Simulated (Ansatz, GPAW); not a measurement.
# A Cu chain with a Ni atom bridging one bond: relaxation, then transmission at several levels, part 2 of 4

Wanted: T(E) of a Cu chain with a Ni atom bridging one bond at a relaxed geometry in two programs, beside the unrelaxed structure.

GPAW 26.7.0 and Ansatz 0.2.0; Ansatz plane waves; relaxation of the junction with the lead ends held; PAW set soft_1 (the session's first sound run).

So far. Step 2 (Relaxation): The relaxation lowered the energy of the cell by 0.234 eV.

## (3) Plane waves, PBE

A plane-wave run comes first: its basis does not favour the atoms, so it serves as the reference for the orbital bases.

This step: Ansatz plane waves; Landauer transmission by layers, zero bias; PAW set soft_1 (Ansatz 0.2.0).

The input, input.yaml:

```yaml
crystal:
  lattice:
    - [9.0, 0.0, 0.0]
    - [0.0, 9.0, 0.0]
    - [0.0, 0.0, 27.8]
  atoms:
    - { symbol: Cu, position: [0.5, 0.5, 0.0413669065] }
    - { symbol: Cu, position: [0.5, 0.5, 0.1241007194] }
    - { symbol: Cu, position: [0.5, 0.5, 0.2068345324] }
    - { symbol: Cu, position: [0.5, 0.5, 0.2895683453] }
    - { symbol: Cu, position: [0.5990629918, 0.4990655042, 0.3677176879] }
    - { symbol: Cu, position: [0.5192033173, 0.49931787, 0.447578682] }
    - { symbol: Ni, position: [0.7155769569, 0.4888533378, 0.4973281447], spin: 1.0 }
    - { symbol: Cu, position: [0.5306373247, 0.4973074142, 0.5519867114] }
    - { symbol: Cu, position: [0.6040945002, 0.4921121025, 0.6328826174] }
    - { symbol: Cu, position: [0.5, 0.5, 0.7104316547] }
    - { symbol: Cu, position: [0.5, 0.5, 0.7931654676] }
    - { symbol: Cu, position: [0.5, 0.5, 0.8758992806] }
    - { symbol: Cu, position: [0.5, 0.5, 0.9586330935] }
magnetization:
  spin_polarized: true
kpoints:
  mp_grid: { grid: [1, 1, 3] }
hamiltonian:
  xc: pbe
  pseudopotentials: { kind: paw, azcp: { folder: soft_1 } }
scf:
  occupations: { method: fermi_dirac, width: 0.1 }
output:
  transmission:
    leads: [[0, 1]]
    e_range: [-2, 2]
    de: 0.025
    kmesh: [1, 1]
    reduced_basis: true
  write_potential: true
  write_density: true
  volumetric_format: npy
  elf: true
```

The run is started by

```bash
ansatz run input.yaml --threads 4 --pin off --max-ram 8192MiB --backend cpu --events-out ev --progress --plain --runs-dir out
```

Numbers of over 12 decimals in the logs are rounded to 6 here.

What it wrote:

```text
[...]
Crystal: 13 atoms, lattice volume = 2251.800 Å³
Basis set: ecut = 420 eV, 44033 PW (Γ)
Bands: 149, of which v1, the nominal top of the filled ones, is band 123 counted from 1 (122 counted from 0)
Symmetry: 1 space group operations
[...]
k-points: 2 of 3 (time reversal used)
[...]
Starting moments: Σ|m| = 1 μB on 1 of 13 sites
[...]
SCF iter   1: F=—  HF=-85316.967913 eV  |F-HF|=—  |Δ(HF+E_count)|=         —  Δρ=2.48e-2 (↑1.97e-2 ↓2.48e-2)  dr2=3.15e1  dr2_m=3.22e-1  M=0.860 μB ∫|m|=0.936 μB  β_m=0.30  ethr=3.10e-3  ⟨swp⟩=9.0  Hψ=2835  notcnv=0  defer=10
[...]
SCF iter  23: F=-85316.257586 eV  HF=-85316.257586 eV  |F-HF|=5.69e-9  |Δ(HF+E_count)|=   5.72e-9  Δρ=6.96e-7 (↑2.34e-7 ↓6.96e-7)  dr2=8.40e-9  dr2_m=3.12e-9  M=1.009 μB ∫|m|=1.270 μB  ethr=1.05e-11  ⟨swp⟩=13.0  Hψ=2377  notcnv=0
SCF 1 converged in 23 iterations: F = -85316.257586 eV  dr2 = 8.40e-9
[...]
transmission: 70 of 420 steps passed
transmission: 105 of 420 steps passed
[...]
transmission: 420 of 420 steps passed
WARN: The output density's exchange-correlation potential varies sharply where the density is thin. Do not read a vacuum level from v_tot or v_xc, or from such a field of the output density. On a cell that repeats whose density bears no net charge and no dipole along the vacuum's axis use v_es (v_loc + v_h of the components); under efield.dipole_correction with no amplitude use v_es + v_field, which holds any externa [...]
SCF converged after 23 iterations
Magnetization: 1.0089 μB (123.5045 up, 122.4955 down)
Absolute magnetization: 1.2823 μB (∫|ρ↑−ρ↓|, with the PAW one-centre terms)
[...]
Per-site moments (μB) at R_I (Å): [(0.00212915, 0.948750), (-0.00106579, 0.948750), (0.00592373, 0.948750), (0.00402792, 0.948750), (0.00421064, 0.962601), (0.060968, 0.926540), (0.805549, 0.926540), (0.061380, 0.930195), (0.00494452, 0.967120), (0.00368582, 0.948750), (0.00555194, 0.948750), (-0.000490985, 0.948750), (0.00135141, 0.948750)]
Free energy (F): -85316.257586 eV
[...]
Internal energy: -85315.725557 eV  (E = F + TS)
E sigma→0 (E₀):  -85315.991571 eV
Entropy (-TS):   -0.532029 eV (-40.925 meV/atom)
Fermi energy:    -3.445326 eV
[...]
--- Band table (eV) ---
  k-point 0 ↑: bands = [... 119 lower, -3.8130, -3.7653, -3.7180, -3.6939, -3.6793, -2.7766, -2.6413, -2.3489, ... 22 higher]
  k-point 1 ↑: bands = [... 119 lower, -3.8127, -3.7304, -3.6971, -3.6804, -3.5290, -3.1608, -2.3920, -2.1476, ... 22 higher]
  k-point 0 ↓: bands = [... 119 lower, -3.6962, -3.6912, -3.6757, -3.4694, -3.4465, -2.7301, -2.5920, -2.2362, ... 22 higher]
  k-point 1 ↓: bands = [... 119 lower, -3.6943, -3.6769, -3.6294, -3.4694, -3.3879, -3.0823, -2.2656, -2.1217, ... 22 higher]
--- Transmission ---
  basis      : 717 plane waves across, 35 finite elements along
  points     : 1, standing for a mesh of 1 x 1
  filling    : by the input's occupations and mesh, since the crystals that have channels conduct as metals do. If one of these is a semiconductor, that mesh has misplaced its level
  energies   : 161 from -2.000000 to 2.000000 eV about the Fermi level, 0.025000 eV apart; the leads are filled to 0.000000 eV, and channels, transmission and decay are at 0.000000 eV
  crystal 0  : Cu1, at the sites [0, 1], period 2.3000 Å, over 18.40 Å; its Hamiltonian steps by up to 19.3 meV
    offset         : up to 0.0000 Å between an atom of the period and one for which it stands
    filled         : 143.9 meV over the level at which it is neutral
    channels       : 1.000000e0 up, 1.000000e0 down
    conductance    : 9.5814e13 S/m² at 300 K; may be off by some 0.0 % by where its bands' edges are placed, 36.0 % from the distance to neutral
  junction   : crystal 0 to crystal 0, 0.70 to 26.20 Å
    transmission   : 9.745921e-1 up, 1.624281e-1 down
    error estimate : 1.949738e-5 up, 6.488109e-6 down from the reduction of the transverse basis, at the most 3.035973e-3 at -0.950000 eV
    conductance    : 5.6204e13 S/m² at 300 K (5.6188e13 on every other energy)
    error estimate : 0.0 % from the energy spacing and 0.0 % from band edges of the leads and from resonances (wavevectors taken as independent; lower de), 0.0 % from the reduction of the transverse basis, 8.1 % from the steps of its leads' Hamiltonians or their offsets (lay more layers), 2.1 % from the distance to neutral
    resistance     : 5.6942e-4 Ω µm² beyond half of each lead's own
```

It took 6 min on 4 threads of Arm Neoverse V1, shared host; peak memory 5.2 GiB; 16 min of CPU time.

This step gave:

```yaml
lead_level: 0 eV from the Fermi level
transmission_at_the_fermi_level_spin_up: 0.9746
transmission_at_the_fermi_level_spin_down: 0.1624
lead_channels_spin_up: 1
lead_channels_spin_down: 1
step_of_the_potential_along_the_lead: 19.3 meV
offset_of_the_lead: 0 Å
filling_of_the_lead_less_its_bulk_value_in_size: 143.9 meV
conductance: 0.5876 G₀
```

Each spin. The transmission, zone mean by energy, zero at the Fermi level:

| energy (eV) | T, spin up | T, spin down |
| --- | --- | --- |
| -2.000 | 0.115 | 0.143 |
| -1.900 | 0.913 | 0.798 |
| -1.800 | 0.860 | 0.863 |
| -1.700 | 0.758 | 0.751 |
| -1.625 | 1.37 | 0.626 |
| -1.600 | 0.604 | 0.591 |
| -1.500 | 0.355 | 0.459 |
| -1.400 | 0.368 | 0.296 |
| -1.300 | 1.67 | 0.562 |
| -1.250 | 0.0381 | 1.64 |
| -1.225 | 1.00 | 1.58 |
| -1.200 | 0.830 | 1.32 |
| -1.100 | 1.11 | 0.954 |
| -1.025 | 2.16 | 0.745 |
| -1.000 | 1.37 | 0.882 |
| -0.950 | 1.22 | 2.02 |
| -0.900 | 1.29 | 1.40 |
| -0.825 | 1.53 | 1.24 |
| -0.800 | 1.44 | 1.25 |
| -0.700 | 0.969 | 1.14 |
| -0.600 | 1.04 | 1.04 |
| -0.500 | 0.953 | 0.866 |
| -0.400 | 0.981 | 0.194 |
| -0.300 | 0.996 | 0.155 |
| -0.200 | 1.000 | 0.237 |
| -0.100 | 0.987 | 0.0566 |
| 0.000 | 0.975 | 0.162 |
| 0.100 | 0.963 | 0.61 |
| 0.200 | 0.953 | 0.798 |
| 0.300 | 0.944 | 0.865 |
| 0.400 | 0.937 | 0.892 |
| 0.500 | 0.930 | 0.903 |
| 0.600 | 0.924 | 0.907 |
| 0.700 | 0.918 | 0.909 |
| 0.800 | 0.910 | 0.910 |
| 0.900 | 0.890 | 0.910 |
| 1.000 | 0.801 | 0.908 |
| 1.100 | 0.760 | 0.889 |
| 1.200 | 0.998 | 0.00297 |
| 1.300 | 0.991 | 0.985 |
| 1.400 | 0.990 | 0.980 |
| 1.500 | 0.992 | 0.984 |
| 1.600 | 0.995 | 0.990 |
| 1.700 | 0.998 | 0.995 |
| 1.800 | 1.000 | 0.999 |
| 1.900 | 0.999 | 1.000 |
| 2.000 | 0.994 | 0.996 |

Each spin. Open channels, zone mean against energy, zero at the Fermi level:

| energy (eV) | channels, spin up | channels, spin down |
| --- | --- | --- |
| -2.000 | 1 | 1 |
| -1.800 | 3 | 3 |
| -1.600 | 3 | 3 |
| -1.400 | 3 | 3 |
| -1.200 | 3 | 3 |
| -1.000 | 4 | 4 |
| -0.800 | 6 | 6 |
| -0.600 | 6 | 6 |
| -0.400 | 4 | 4 |
| -0.200 | 3 | 3 |
| 0.000 | 1 | 1 |
| 0.200 | 1 | 1 |
| 0.400 | 1 | 1 |
| 0.600 | 1 | 1 |
| 0.800 | 1 | 1 |
| 1.000 | 1 | 1 |
| 1.200 | 1 | 1 |
| 1.400 | 1 | 1 |
| 1.600 | 1 | 1 |
| 1.800 | 1 | 1 |
| 2.000 | 1 | 1 |

At 0.0000 eV from the Fermi level; k in fractions of b1, b2; points that symmetry leaves. k resolved, by row:

| spin | k1 | k2 | weight | t_junction_0 | channels_crystal_0 |
| --- | --- | --- | --- | --- | --- |
| up | 0 | 0 | 1 | 0.9746 | 1 |
| dn | 0 | 0 | 1 | 0.1624 | 1 |

Crystal 0, spin up, k parallel (0, 0); distinct values, listed up to 1.5 1/Å. The Im kz of the slowest decaying states by energy, zero at the Fermi level:

| energy (eV) | decay 1 (Å⁻¹) | decay 2 (Å⁻¹) | decay 3 (Å⁻¹) | decay 4 (Å⁻¹) |
| --- | --- | --- | --- | --- |
| -2.000 | 0.335 | 0.335 | 0.668 | 1.11 |
| -1.800 | 0.590 | 1.03 | 1.03 | 1.30 |
| -1.600 | 0.496 | 0.938 | 0.940 | 1.28 |
| -1.400 | 0.373 | 0.817 | 0.818 | 1.26 |
| -1.200 | 0.169 | 0.641 | 0.642 | 1.24 |
| -1.000 | 0.293 | 0.294 | 1.23 | 1.23 |
| -0.800 | 1.21 | 1.21 | 1.22 | 1.34 |
| -0.600 | 1.19 | 1.19 | 1.19 | 1.31 |
| -0.400 | 0.576 | 0.576 | 1.17 | 1.18 |
| -0.200 | 0.144 | 0.784 | 0.784 | 1.15 |
| 0.000 | 0.221 | 0.221 | 0.333 | 0.923 |
| 0.200 | 0.302 | 0.302 | 0.446 | 1.03 |
| 0.400 | 0.353 | 0.353 | 0.531 | 1.07 |
| 0.600 | 0.386 | 0.386 | 0.601 | 1.05 |
| 0.800 | 0.407 | 0.408 | 0.660 | 1.02 |
| 1.000 | 0.419 | 0.419 | 0.711 | 0.994 |
| 1.200 | 0.422 | 0.422 | 0.756 | 0.966 |
| 1.400 | 0.418 | 0.418 | 0.796 | 0.937 |
| 1.600 | 0.407 | 0.407 | 0.832 | 0.907 |
| 1.800 | 0.389 | 0.389 | 0.864 | 0.876 |
| 2.000 | 0.364 | 0.364 | 0.845 | 0.894 |

Crystal 0, spin up, k parallel (0, 0). Re kz of states that move upwards against energy, zero at the Fermi level:

| energy (eV) | channel 1 (Å⁻¹) | channel 2 (Å⁻¹) | channel 3 (Å⁻¹) | channel 4 (Å⁻¹) | channel 5 (Å⁻¹) | channel 6 (Å⁻¹) |
| --- | --- | --- | --- | --- | --- | --- |
| -2.000 | 0.570 | - | - | - | - | - |
| -1.800 | -1.26 | -1.26 | 0.615 | - | - | - |
| -1.600 | -0.991 | -0.991 | 0.660 | - | - | - |
| -1.400 | -0.839 | -0.839 | 0.707 | - | - | - |
| -1.200 | -0.715 | -0.714 | 0.757 | - | - | - |
| -1.000 | -0.603 | -0.602 | 0.291 | 0.813 | - | - |
| -0.800 | -0.495 | -0.495 | 0.444 | 0.612 | 0.612 | 0.882 |
| -0.600 | -0.386 | -0.385 | 0.551 | 0.972 | 1.19 | 1.19 |
| -0.400 | -0.264 | -0.264 | 0.633 | 1.10 | - | - |
| -0.200 | -0.0675 | -0.0657 | 0.697 | - | - | - |
| 0.000 | 0.748 | - | - | - | - | - |
| 0.200 | 0.791 | - | - | - | - | - |
| 0.400 | 0.829 | - | - | - | - | - |
| 0.600 | 0.863 | - | - | - | - | - |
| 0.800 | 0.894 | - | - | - | - | - |
| 1.000 | 0.924 | - | - | - | - | - |
| 1.200 | 0.952 | - | - | - | - | - |
| 1.400 | 0.979 | - | - | - | - | - |
| 1.600 | 1.01 | - | - | - | - | - |
| 1.800 | 1.03 | - | - | - | - | - |
| 2.000 | 1.06 | - | - | - | - | - |

Crystal 0, spin dn, k parallel (0, 0); distinct values, listed up to 1.5 1/Å. Table of Im kz of the slowest decaying states by energy, zero at the Fermi level:

| energy (eV) | decay 1 (Å⁻¹) | decay 2 (Å⁻¹) | decay 3 (Å⁻¹) | decay 4 (Å⁻¹) |
| --- | --- | --- | --- | --- |
| -2.000 | 0.332 | 0.333 | 0.667 | 1.11 |
| -1.800 | 0.589 | 1.03 | 1.03 | 1.30 |
| -1.600 | 0.495 | 0.938 | 0.940 | 1.28 |
| -1.400 | 0.371 | 0.816 | 0.817 | 1.26 |
| -1.200 | 0.165 | 0.640 | 0.641 | 1.24 |
| -1.000 | 0.292 | 0.293 | 1.23 | 1.23 |
| -0.800 | 1.21 | 1.21 | 1.22 | 1.34 |
| -0.600 | 1.19 | 1.19 | 1.19 | 1.31 |
| -0.400 | 0.575 | 0.576 | 1.17 | 1.18 |
| -0.200 | 0.141 | 0.784 | 0.784 | 1.15 |
| 0.000 | 0.220 | 0.221 | 0.332 | 0.922 |
| 0.200 | 0.301 | 0.302 | 0.445 | 1.03 |
| 0.400 | 0.352 | 0.352 | 0.530 | 1.07 |
| 0.600 | 0.385 | 0.386 | 0.600 | 1.05 |
| 0.800 | 0.406 | 0.407 | 0.659 | 1.02 |
| 1.000 | 0.418 | 0.418 | 0.710 | 0.993 |
| 1.200 | 0.421 | 0.421 | 0.755 | 0.965 |
| 1.400 | 0.417 | 0.417 | 0.795 | 0.936 |
| 1.600 | 0.406 | 0.406 | 0.831 | 0.907 |
| 1.800 | 0.388 | 0.388 | 0.864 | 0.876 |
| 2.000 | 0.362 | 0.363 | 0.844 | 0.894 |

Crystal 0, spin dn, k parallel (0, 0). Re kz of states that move upwards against energy, zero at the Fermi level:

| energy (eV) | channel 1 (Å⁻¹) | channel 2 (Å⁻¹) | channel 3 (Å⁻¹) | channel 4 (Å⁻¹) | channel 5 (Å⁻¹) | channel 6 (Å⁻¹) |
| --- | --- | --- | --- | --- | --- | --- |
| -2.000 | 0.572 | - | - | - | - | - |
| -1.800 | -1.26 | -1.25 | 0.617 | - | - | - |
| -1.600 | -0.989 | -0.989 | 0.662 | - | - | - |
| -1.400 | -0.838 | -0.837 | 0.708 | - | - | - |
| -1.200 | -0.714 | -0.713 | 0.758 | - | - | - |
| -1.000 | -0.602 | -0.601 | 0.294 | 0.814 | - | - |
| -0.800 | -0.495 | -0.494 | 0.446 | 0.612 | 0.612 | 0.882 |
| -0.600 | -0.385 | -0.385 | 0.554 | 0.971 | 1.19 | 1.19 |
| -0.400 | -0.264 | -0.263 | 0.635 | 1.10 | - | - |
| -0.200 | -0.0683 | -0.0660 | 0.699 | - | - | - |
| 0.000 | 0.750 | - | - | - | - | - |
| 0.200 | 0.793 | - | - | - | - | - |
| 0.400 | 0.831 | - | - | - | - | - |
| 0.600 | 0.865 | - | - | - | - | - |
| 0.800 | 0.896 | - | - | - | - | - |
| 1.000 | 0.926 | - | - | - | - | - |
| 1.200 | 0.954 | - | - | - | - | - |
| 1.400 | 0.981 | - | - | - | - | - |
| 1.600 | 1.01 | - | - | - | - | - |
| 1.800 | 1.03 | - | - | - | - | - |
| 2.000 | 1.06 | - | - | - | - | - |

The electrostatic potential energy of an electron (with the applied field's), less the Fermi level, planar mean oscillates, so the rows of the table below give means over windows of 2.24 Å about each position, cut where the curve ends. Its maxima inside the range that stand out by 2 % of the span (Å: eV): 2.3: 4.89, 4.6: 4.85, 6.8: 4.77, 9.1: 4.52, 11.3: 4.28, 13.9: 3.33, 14.6: 3.33, 16.5: 4.33, 18.7: 4.52, 21.0: 4.78, 23.2: 4.86, 25.5: 4.89. Its minima: 1.2: 3.44, 3.5: 3.41, 5.8: 3.37, 8.1: 3.24, 10.3: 3.02, 12.5: 2.60, 14.2: 3.25, 15.3: 2.67, 17.5: 3.06, 19.7: 3.24, 22.0: 3.37, 24.3: 3.42, 26.6: 3.44.

Table of electrostatic potential energy of an electron (with the applied field's), less the Fermi level, planar mean by z; means over each step:

| z (Å) | electrostatic potential energy of an electron (with the applied field's), less the Fermi level, planar mean (eV) |
| --- | --- |
| 1.12 | 4.20 |
| 3.36 | 4.18 |
| 5.60 | 4.14 |
| 7.84 | 4.01 |
| 10.08 | 3.78 |
| 12.32 | 3.28 |
| 14.56 | 3.11 |
| 16.80 | 3.70 |
| 19.04 | 3.88 |
| 21.28 | 4.13 |
| 23.52 | 4.20 |
| 25.76 | 4.23 |

The valence density, planar mean (density) oscillates, so the rows of the table below give means over windows of 2.32 Å about each position, cut where the curve ends. Its maxima inside the range that stand out by 2 % of the span (Å: e/Å³): 1.2: 0.343, 3.5: 0.341, 5.8: 0.338, 8.1: 0.333, 10.3: 0.333, 12.5: 0.345, 13.8: 0.302, 15.3: 0.345, 17.7: 0.328, 19.7: 0.333, 22.0: 0.338, 24.3: 0.341, 26.6: 0.343. Its minima: 2.3: 0.0130, 4.6: 0.0131, 7.0: 0.0132, 9.1: 0.0147, 11.3: 0.0144, 13.2: 0.0506, 14.6: 0.0384, 16.5: 0.0139, 18.7: 0.0149, 20.9: 0.0132, 23.2: 0.0131, 25.5: 0.0131.

Valence density, planar mean against z; means over each step:

| z (Å) | density (e/Å³) | rho spin (e/Å³) |
| --- | --- | --- |
| 1.16 | 0.101 | 2.2e-5 |
| 3.48 | 0.101 | -2.5e-5 |
| 5.80 | 0.101 | 6.7e-5 |
| 8.12 | 0.102 | -9.7e-6 |
| 10.44 | 0.102 | 6.1e-5 |
| 12.76 | 0.158 | 0.00315 |
| 15.08 | 0.135 | 0.00199 |
| 17.40 | 0.102 | 6.0e-5 |
| 19.72 | 0.102 | -6.1e-6 |
| 22.04 | 0.101 | 5.8e-5 |
| 24.36 | 0.101 | -1.3e-5 |
| 26.68 | 0.109 | 1.7e-5 |

Spin density in the ca plane at fractional y = 0.489, with atoms of Cu and Ni within 0.2 Å of it.

Values in units of 1e-1 e/Å³, 13 rows by 16 columns, each cell a mean:
```
0.0 0.0 0.0 0.0 0.0 0.0 0.0 0.0 0.0 0.0 0.0 0.0 0.0 0.0 0.0 0.0
0.0 0.0 0.0 0.0 0.0 0.0 0.0 0.0 0.0 0.0 0.0 0.0 0.0 0.0 0.0 0.0
0.0 0.0 0.0 0.0 0.0 0.0 0.0 0.1 1.2 1.0 0.0 0.0 0.0 0.0 0.0 0.0
0.0 0.0 0.0 0.0 0.0 0.0 0.0 0.1 9.1 5.7 0.0 0.0 0.0 0.0 0.0 0.0
0.0 0.0 0.0 0.0 0.0 0.0 0.0 0.0 1.5 1.0 0.0 0.0 0.1 0.0 0.0 0.0
0.0 0.0 0.0 0.0 0.0 0.0 0.0 0.6 0.0 0.0 0.9 0.0 0.1 0.0 0.0 0.0
0.0 0.0 0.0 0.1 0.0 0.0 0.1 0.9 0.0 0.0 0.8 0.1 0.0 0.0 0.1 0.0
0.0 0.0 0.0 0.0 0.0 0.0 0.1 0.1 0.0 0.0 0.0 0.0 0.0 0.0 0.0 0.0
0.0 0.0 0.0 0.0 0.0 0.0 0.0 0.0 0.0 0.0 0.0 0.0 0.0 0.0 0.0 0.0
0.0 0.0 0.0 0.0 0.0 0.0 0.0 0.0 0.0 0.0 0.0 0.0 0.0 0.0 0.0 0.0
0.0 0.0 0.0 0.0 0.0 0.0 0.0 0.0 0.0 0.0 0.0 0.0 0.0 0.0 0.0 0.0
0.0 0.0 0.0 0.0 0.0 0.0 0.0 0.0 0.0 0.0 0.0 0.0 0.0 0.0 0.0 0.0
0.0 0.0 0.0 0.0 0.0 0.0 0.0 0.0 0.0 0.0 0.0 0.0 0.0 0.0 0.0 0.0
```
Columns run along c (16.0 Å, from fractional 0.18 to 0.76 of the cell), rows up along a (9.0 Å). Atoms in or near the plane, at fractional coordinates: Cu at (0.21, 0.50), Cu at (0.29, 0.50), Cu at (0.37, 0.60), Cu at (0.45, 0.52), Ni at (0.50, 0.72), Cu at (0.55, 0.53), Cu at (0.63, 0.60), Cu at (0.71, 0.50).

Electrostatic potential energy in the ca plane at fractional y = 0.489, with atoms of Cu and Ni within 0.2 Å of it. With pseudopotentials it is smooth inside the atoms' cores, unlike the true potential.

Values in eV, 13 rows by 16 columns, each cell a mean:
```
  2   2   2   1   1   1   1   0   0   0   0   1   1   1   1   2
  2   2   2   1   1   1   1   0  -2  -2   0   1   1   1   1   2
  2   2   2   1   1   0   1  -1 -16 -14  -1   1   0   1   1   2
  1   1   1   1  -2  -6   0  -2 -13 -15  -1   0  -8  -3   1   1
 -1  -1   0  -2 -18 -48  -6  -6 -17 -15 -10  -6 -50 -21  -2   0
-30 -18 -18 -30 -22 -51 -13 -48 -13 -15 -53 -14 -49 -22 -30 -18
-50 -34 -34 -50  -5  -9 -11 -55 -15 -13 -51  -9  -7  -5 -50 -34
-17 -10 -11 -18   0   1  -2 -13  -3  -2  -8  -1   1   0 -18 -11
  0   0   0   0   1   1   0  -1   0   0   0   1   1   1   0   0
  1   1   1   1   1   1   1   0   1   1   1   1   1   1   1   1
  2   2   1   1   1   1   1   1   1   1   1   1   1   1   1   1
  2   2   1   1   1   1   1   1   1   1   1   1   1   1   1   1
  2   2   1   1   1   1   1   1   0   0   1   1   1   1   1   2
```
Columns run along c (16.0 Å, from fractional 0.18 to 0.76 of the cell; values clipped at the 3rd and 97th percentile), rows up along a (9.0 Å). Atoms in or near the plane, at fractional coordinates: Cu at (0.21, 0.50), Cu at (0.29, 0.50), Cu at (0.37, 0.60), Cu at (0.45, 0.52), Ni at (0.50, 0.72), Cu at (0.55, 0.53), Cu at (0.63, 0.60), Cu at (0.71, 0.50).

ELF in the ca plane at fractional y = 0.489, with atoms of Cu and Ni within 0.2 Å of it. It is the smooth field of the valence electrons, not physical close to the nuclei.

Ten even steps from '0' (0.00) to '9' (0.96), each cell a mean:
```
00000000000000000000000000000000000000000000
00000000000000000000000000000000000000000000
00000000000000000000000000000000000000000000
00000000000000000000000010000000001100000000
00000000000011111000000121000000111111000000
00000000111111111111111464111111111111111000
11111111121111111122212797212321111111121111
22212222222111111123321475223322111111222222
22112222223112421122222122222222114311222222
11111221112213741221112222211112126511221112
11211211211221221212431232126312212212212212
14621212641121112212641122125312221122126412
12421212421122223211221121112111322222114311
11112211111122223211111111111111232222111111
21112211111122222100111111111101122221111112
22222211111111111000011100111000111111111112
11111111111100000000000000000000000001111111
11111001111000000000000000000000000000011100
00000000000000000000000000000000000000000000
00000000000000000000000000000000000000000000
00000000000000000000000000000000000000000000
00000000000000000000000000000000000000000000
00000000000000000000000000000000000000000000
00000000000000000000000000000000000000000000
```
Columns run along c (16.0 Å, from fractional 0.18 to 0.76 of the cell), rows up along a (9.0 Å). Atoms in or near the plane, at fractional coordinates: Cu at (0.21, 0.50), Cu at (0.29, 0.50), Cu at (0.37, 0.60), Cu at (0.45, 0.52), Ni at (0.50, 0.72), Cu at (0.55, 0.53), Cu at (0.63, 0.60), Cu at (0.71, 0.50).

The largest of the program's own error estimates on the conductance is 8.1 %. T at the Fermi level is 0.569 of 1 open channels a spin.

[end of part 2 of 4]

[Logs are printed without paths, hosts, clocks, repeated set-up lines and the standing remarks that a program may print on its own settings, such as how far it seeks lower states.]

[Hosts, paths, dates, database ids (printed as entryN), source tags and the programs' standing remarks are cut or masked in the printed files.]
